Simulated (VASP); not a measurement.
# MgO (Fm-3m) in VASP: a series of runs

One crystal, MgO, is run at these levels: PBEsol; tasks: relaxation of cell and atoms, single point.

All numbers are computed with VASP 6.6.1; they aren't measurements. Logs are shortened: lines on timing, memory, paths and dates and some standing lists are left out, and cuts for length are marked.

**The experiment to reproduce.**

From “Electronic structure of alkaline earth and post-transition metal oxides”, 2009, arxiv:0908.1581, for a bulk crystal of MgO: band gap 7.83 eV.

The results are compared with them further down.

**1. The structure**

The structure is cubic, space group Fm-3m (No. 225). Conventional cell: a = 4.249 Å, b = 4.249 Å, c = 4.249 Å, α = 90.00°, β = 90.00°, γ = 90.00°. Mg (site symmetry m-3m) has 6 O at 2.12 Å as nearest neighbours. Around O (site symmetry m-3m) lie 6 Mg at 2.12 Å.

**2. Relaxation of cell and atoms, PBEsol**

Input file INCAR:

```
SYSTEM = MgO
  ALGO = Normal
  EDIFF = 1E-7
  EDIFFG = -0.005
  ENCUT = 600
  GGA = PS
  IBRION = 2
  ISIF = 3
  ISMEAR = 0
  LASPH = .TRUE.
  LCHARG = .FALSE.
  LREAL = .FALSE.
  LWAVE = .FALSE.
  NELM = 60
  NSW = 90
  PREC = Accurate
  SIGMA = 0.02
```

Input file KPOINTS:

```
k-points
0
G
  4 4 4
  0 0 0
```

Input file POSCAR:

```
MgO
1.0
    0.0000000000      2.1245000000      2.1245000000
    2.1245000000      0.0000000000      2.1245000000
    2.1245000000      2.1245000000      0.0000000000
Mg O
1 1
Direct
    0.0000000000      0.0000000000      0.0000000000
    0.5000000000      0.5000000000      0.5000000000
```

Potentials or basis: VASP PAW PBE potentials, release 64 (Mg, O).

The run is started by

```sh
$ cat potpaw_PBE.64/Mg/POTCAR potpaw_PBE.64/O/POTCAR > POTCAR
$ mpirun -np 1 vasp_std > vasp.out
```

OUTCAR:

```text
SYSTEM = MgO
   EDIFF = 1E-7
   EDIFFG = -0.005
   ENCUT = 600
   GGA = PS
   IBRION = 2
   ISIF = 3
   ISMEAR = 0
   LASPH = .TRUE.
   LREAL = .FALSE.
   NELM = 60
   NSW = 90
   PREC = Accurate

 ion  position               nearest neighbor table
   1  0.000  0.000  0.000-   2 2.12   2 2.12   2 2.12   2 2.12   2 2.12   2 2.12
   2  0.500  0.500  0.500-   1 2.12   1 2.12   1 2.12   1 2.12   1 2.12   1 2.12

  LATTYP: Found a face centered cubic cell.
 ALAT       =     4.2490000000

  Lattice vectors:

 A1 = (   0.0000000000,   2.1245000000,   2.1245000000)
 A2 = (   2.1245000000,   0.0000000000,   2.1245000000)
 A3 = (   2.1245000000,   2.1245000000,   0.0000000000)

Analysis of symmetry for initial positions (statically):
=====================================================================
 Subroutine PRICEL returns:
 Original cell was already a primitive cell.

 Routine SETGRP: Setting up the symmetry group for a
 face centered cubic supercell.

 Subroutine GETGRP returns: Found 48 space group operations
 (whereof 48 operations were pure point group operations)
 out of a pool of 48 trial point group operations.

The static configuration has the point symmetry O_h .

Analysis of symmetry for dynamics (positions and initial velocities):
=====================================================================
 Subroutine PRICEL returns:
 Original cell was already a primitive cell.

 Routine SETGRP: Setting up the symmetry group for a
 face centered cubic supercell.

 Subroutine GETGRP returns: Found 48 space group operations
 (whereof 48 operations were pure point group operations)
 out of a pool of 48 trial point group operations.

The dynamic configuration has the point symmetry O_h .

 Subroutine INISYM returns: Found 48 space group operations
 (whereof 48 operations are pure point group operations),
 and found     1 'primitive' translations

----------------------------------------------------------------------------------------

                                     Primitive cell

  volume of cell :      19.1779

  direct lattice vectors                    reciprocal lattice vectors
     0.000000000  2.124500000  2.124500000    -0.235349494  0.235349494  0.235349494
     2.124500000  0.000000000  2.124500000     0.235349494 -0.235349494  0.235349494
     2.124500000  2.124500000  0.000000000     0.235349494  0.235349494 -0.235349494

  length of vectors
     3.004496713  3.004496713  3.004496713     0.407637281  0.407637281  0.407637281

  position of ions in fractional coordinates (direct lattice)
     0.000000000  0.000000000  0.000000000
     0.500000000  0.500000000  0.500000000

  ion indices of the primitive-cell ions
   primitive index   ion index
                 1           1
                 2           2

----------------------------------------------------------------------------------------

 KPOINTS: k-points

Automatic generation of k-mesh.
 Grid dimensions read from file:
 generate k-points for:    4    4    4

 Generating k-lattice:

  Cartesian coordinates                     Fractional coordinates (reciprocal lattice)
    -0.058837373  0.058837373  0.058837373     0.250000000  0.000000000  0.000000000
     0.058837373 -0.058837373  0.058837373     0.000000000  0.250000000  0.000000000
     0.058837373  0.058837373 -0.058837373     0.000000000  0.000000000  0.250000000

  Length of vectors
     0.101909320  0.101909320  0.101909320

  Shift w.r.t. Gamma in fractional coordinates (k-lattice)
     0.000000000  0.000000000  0.000000000

 Subroutine IBZKPT returns following result:
 ===========================================

 Found      8 irreducible k-points:

 Following reciprocal coordinates:
            Coordinates               Weight
  0.000000  0.000000  0.000000      1.000000
  0.250000  0.000000  0.000000      8.000000
  0.500000  0.000000  0.000000      4.000000
  0.250000  0.250000  0.000000      6.000000
  0.500000  0.250000  0.000000     24.000000
 -0.250000  0.250000  0.000000     12.000000
  0.500000  0.500000  0.000000      3.000000
 -0.250000  0.500000  0.250000      6.000000
   k-points           NKPTS =      8   k-points in BZ     NKDIM =      8   number of bands    NBANDS=      8
   number of dos      NEDOS =    301   number of ions     NIONS =      2
   total plane-waves  NPLWV =  13824
   dimension x,y,z NGX =    24 NGY =   24 NGZ =   24
   dimension x,y,z NGXF=    48 NGYF=   48 NGZF=   48
   ions per type =               1   1
   NGX,Y,Z   is equivalent  to a cutoff of  13.28, 13.28, 13.28 a.u.
   NGXF,Y,Z  is equivalent  to a cutoff of  26.56, 26.56, 26.56 a.u.
 SYSTEM =  MgO
   PREC   = accura    normal or accurate (medium, high low for compatibility)
   ISTART =      0    job   : 0-new  1-cont  2-samecut
   ICHARG =      2    charge: 1-file 2-atom 10-const
   ISPIN  =      1    spin polarized calculation?
   LNONCOLLINEAR =      F non collinear calculations
   LSORBIT =      F    spin-orbit coupling
   LASPH  =      T    aspherical Exc in radial PAW
   ENCUT  =  600.0 eV  44.10 Ry    6.64 a.u.   6.00  6.00  6.00*2*pi/ulx,y,z
   NELM   =     60;   NELMIN=  2; NELMDL= -5     # of ELM steps
   EDIFF  = 0.1E-06   stopping-criterion for ELM
   LREAL  =      F    real-space projection
   EDIFFG = -.5E-02   stopping-criterion for IOM
   NSW    =     90    number of steps for IOM
   IBRION =      2    ionic relax: 0-MD 1-quasi-New 2-CG
   NFREE  =      1    steps in history (QN), initial steepest desc. (CG)
   ISIF   =      3    stress and relaxation
   ISYM   =      2    0-nonsym 1-usesym 2-fastsym
   POTIM  = 0.5000    time-step for ionic-motion
   TEBEG  =    0.0;   TEEND  =   0.0 temperature during run
   PSTRESS=    0.0 pullay stress
   NELECT =       8.0000    total number of electrons
   NUPDOWN=      -1.0000    fix difference up-down
   EMIN   =  10.00;   EMAX   =-10.00  energy-range for DOS
   EFERMI =   0.00;   METHOD = LEGACY
   ISMEAR =     0;   SIGMA  =   0.02  broadening in eV -4-tet -1-fermi 0-gaus
   EFERMI_NEDOS =   21; number of points for ismear=-14 and -15
   IALGO  =     38    algorithm
   IMIX   =      4    mixing-type and parameters
     AMIX     =   0.40;   BMIX     =  1.00
     AMIX_MAG =   1.60;   BMIX_MAG =  1.00
  volume/ion in A,a.u.               =       9.59        64.71
  Fermi-wavevector in a.u.,A,eV,Ry     =   1.223221  2.311552 20.357968  1.496268
  Thomas-Fermi vector in A             =   2.358339
   LORBIT       =      0    0 simple, 1 ext, 2 COOP (PROOUT), +10 PAW based schemes
   GGA     = PS    functional components
   LHFCALC =     F    Hartree Fock is set to
   AEXX    =    0.0000 exact exchange contribution
   IVDW    =     0    specifies the selected vdW correction
   LEPSILON=     F    determine dielectric tensor
   LRPA    =     F    only Hartree local field effects (RPA)
 conjugate gradient relaxation of ions
 non-spin polarized calculation
 Gauss-broadening in eV      SIGMA  =   0.02
  energy-cutoff  :      600.00
  volume of cell :       19.18
 maximum number of plane-waves:       648
   NGX = 13   NGY = 13   NGZ = 13

--------------------------------------- Ionic step        1  -------------------------------------------

 number of electron       8.0000004 magnetization

 Free energy of the ion-electron system (eV)
  ---------------------------------------------------
  ext. energy  EPLUGINS =         0.00000000
  ---------------------------------------------------
  free energy    TOTEN  =       -12.49522943 eV

  energy without entropy =      -12.49522943  energy(sigma->0) =      -12.49522943

------------------------ aborting loop because EDIFF is reached ----------------------------------------

  FORCE on cell =-STRESS in cart. coord.  units (eV):
  Direction    XX          YY          ZZ          XY          YZ          ZX
  --------------------------------------------------------------------------------------
  -------------------------------------------------------------------------------------
  Total       -0.5277919     -0.5277919     -0.5277919      0.0000000      0.0000000      0.0000000
  in kB      -44.0933533    -44.0933533    -44.0933533      0.0000000      0.0000000      0.0000000
  external PRESSURE =     -44.0933533 kB  Pullay stress =       0.0000000 kB

 VOLUME and BASIS-vectors are now :
 -----------------------------------------------------------------------------
  energy-cutoff  :      600.00
  volume of cell :       19.18
      direct lattice vectors                 reciprocal lattice vectors
     0.000000000  2.124500000  2.124500000    -0.235349494  0.235349494  0.235349494
     2.124500000  0.000000000  2.124500000     0.235349494 -0.235349494  0.235349494
     2.124500000  2.124500000  0.000000000     0.235349494  0.235349494 -0.235349494
[... 37 lines left out ...]
 POSITION                                       TOTAL-FORCE (eV/Angst)
 -----------------------------------------------------------------------------------
      2.09745      0.00000      2.09745        -0.000000     -0.000000      0.000000
      2.09745      2.09745      2.09745         0.000000      0.000000     -0.000000
 -----------------------------------------------------------------------------------
    total drift:                               -0.000000     -0.000000      0.000000

  FREE ENERGIE OF THE ION-ELECTRON SYSTEM (eV)
  ---------------------------------------------------
  free  energy   TOTEN  =       -12.5021822639 eV

  energy  without entropy=      -12.5021822639  energy(sigma->0) =      -12.50218226

--------------------------------------- Ionic step        3  -------------------------------------------

 number of electron       8.0000005 magnetization

 Free energy of the ion-electron system (eV)
  ---------------------------------------------------
  ext. energy  EPLUGINS =         0.00000000
  ---------------------------------------------------
  free energy    TOTEN  =       -12.50299740 eV

  energy without entropy =      -12.50299740  energy(sigma->0) =      -12.50299740

 E-fermi :   3.2854     XC(G=0): -11.3214

 val. band max:        3.1030222857   @ k =   0.0000   0.0000   0.0000
 cond. band min:       7.7586460286   @ k =   0.0000   0.0000   0.0000
 fundamental gap:      4.6556237429
 Fermi energy:         3.2853755449

 k-point     1 :       0.0000    0.0000    0.0000
  band No.  band energies     occupation
      1     -14.1193      2.00000
      2       3.1030      2.00000
      3       3.1030      2.00000
      4       3.1030      2.00000
      5       7.7586      0.00000
      6      18.7403      0.00000
      7      18.7403      0.00000
      8      18.7403      0.00000

 k-point     2 :       0.2500    0.0000    0.0000
  band No.  band energies     occupation
      1     -13.5161      2.00000
      2       0.3977      2.00000
      3       2.7548      2.00000
      4       2.7548      2.00000
      5      10.1116      0.00000
      6      15.5259      0.00000
      7      19.6169      0.00000
      8      19.6169      0.00000
[... 86 lines left out ...]
 POSITION                                       TOTAL-FORCE (eV/Angst)
 -----------------------------------------------------------------------------------
      0.00000      0.00000      0.00000         0.000000      0.000000      0.000000
      2.10396      2.10396      2.10396        -0.000000     -0.000000     -0.000000
 -----------------------------------------------------------------------------------
    total drift:                               -0.000000     -0.000000      0.000000

  FREE ENERGIE OF THE ION-ELECTRON SYSTEM (eV)
  ---------------------------------------------------
  free  energy   TOTEN  =       -12.5029973956 eV

  energy  without entropy=      -12.5029973956  energy(sigma->0) =      -12.50299740

 reached required accuracy - stopping structural energy minimisation
```

Run time: 7.2 s. Hardware: 1 thread of AMD EPYC 7R43 (Zen 3), shared host; peak memory 0.11 GiB.

Results:

- Free energy: -12.5030 eV
- Relaxed volume: 9.31 Å³/atom
- Relaxed cell: a = 2.975 Å, b = 2.975 Å, c = 2.975 Å, α = 60.00°, β = 60.00°, γ = 60.00°
- Space group after relaxing (to 0.05 Å): Fm-3m (No. 225)
- Energy gained by relaxing: 3.9 meV/atom
- Ionic steps: 3
- Pressure after relaxing: 0.0 GPa
- Band gap on the k mesh: 4.66 eV, direct

The path:
| step | energy change (eV) | largest force (eV/Å) | pressure (GPa) | volume (Å³) |
| --- | --- | --- | --- | --- |
| 1 | 0.0000 | 0.0000 | -4.41 | 19.18 |
| 2 | -0.0070 | 0.0000 | 1.53 | 18.45 |
| 3 | -0.0078 | 0.0000 | 0.01 | 18.63 |

Final structure:
```
Mg O
1.0
     0.00000    2.10396    2.10396
     2.10396    0.00000    2.10396
     2.10396    2.10396    0.00000
Mg O
1 1
Direct
  0.00000 0.00000 0.00000
  0.50000 0.50000 0.50000
```

Caveat: the k mesh is coarse (spacing up to 0.64 Å⁻¹), so the values aren't converged; the PAW data sets were made with another functional, which shifts forces and pressure a little.

(Part 1 of 2 ends here.)
